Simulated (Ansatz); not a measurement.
# Hg as a host for H

These are results of DFT PBE, scalar-relativistic, plane waves, PAW (Ansatz), not measurements.

Plane waves to 420 eV, a k mesh through Γ of 6×6×10 on the computed 3-atom cell and Gaussian smearing (0.10 eV); no spin polarisation for the host; each changed cell takes a mesh and smearing chosen by its own gap and starts from the host's moments or customary ones, or runs without spin. Cells and atoms are relaxed to the nearest stationary point that keeps the symmetry of their start (forces under 0.02 to 0.04 eV/Å, stress under 0.1 to 0.2 GPa); energies are at zero smearing, without zero-point or thermal terms.

Relaxed host (gap on the mesh 0 eV):

```
CELL_PARAMETERS angstrom
5.57098 0.00000 0.00000
-2.78549 4.82461 0.00000
0.00000 0.00000 3.22239
ATOMIC_POSITIONS crystal
Hg 0.33333 0.66667 0.50000
Hg 0.00000 0.00000 0.00000
Hg 0.66667 0.33333 0.50000
```

Cases: (1) 3 H in a 1×1×1 repeat of the cell, at (0.000 0.500 0.000), (0.500 0.000 0.000), (0.500 0.500 0.000) in fractions of that repeat, 2.28 Å from the nearest atom of the relaxed host; (2) 1 H in a 1×1×2 repeat of the cell, at (0.000 0.500 0.000) in fractions of that repeat, 2.28 Å from the nearest atom of the relaxed host; (3) 1 H in a 1×1×2 repeat of the cell, at (0.750 0.750 0.250) in fractions of that repeat, 2.13 Å from the nearest atom of the relaxed host.

Q: Give the energy per H taken from half an H2 molecule (negative: uptake is favourable), the swelling and the final surroundings.

A:
| case | formula | energy per H (eV) | ΔV (%) | principal strains (%) | nearest host atoms of the first H |
| --- | --- | --- | --- | --- | --- |
| 1 | HgH | 1.29 | +7.7 | +7.3 +7.3 -6.5 | 4 (Hg) from 2.29 Å |
| 2 | Hg6H | 1.42 | -1.3 | +2.9 -1.3 -2.8 | 4 (Hg) from 2.31 Å |
| 3 | Hg6H | 0.98 | +6.3 | +12.1 +2.2 -7.2 | 2 (Hg) from 1.93 Å |

Each ion keeps what symmetry its start has, so a lower place off a symmetric site can be missed, above all for H.

Relaxed structure of case 3, the lowest per ion:

```
Hg H
1.0
     5.97657   -0.46520    0.00000
    -3.39116    4.94326    0.00000
     0.00000    0.00000    6.58712
Hg H
6 1
Direct
  0.35729 0.71451 0.25000
  0.37686 0.69472 0.75000
  0.03568 0.03568 0.99606
  0.03568 0.03568 0.50394
  0.71451 0.35729 0.25000
  0.69472 0.37686 0.75000
  0.53526 0.53526 0.25000
```

Spin-orbit coupling is left out. In Hg6H a bond of the host changes by more than 0.6 Å or the volume by a third: the framework has rearranged or swollen or shrunk strongly, and the figure may no longer describe a topotactic step.

This form of Hg, the host, isn't the element's usual structure.

Cost: 4 runs of about 17 core-minutes in all, on Arm Neoverse V2 (shared hosts).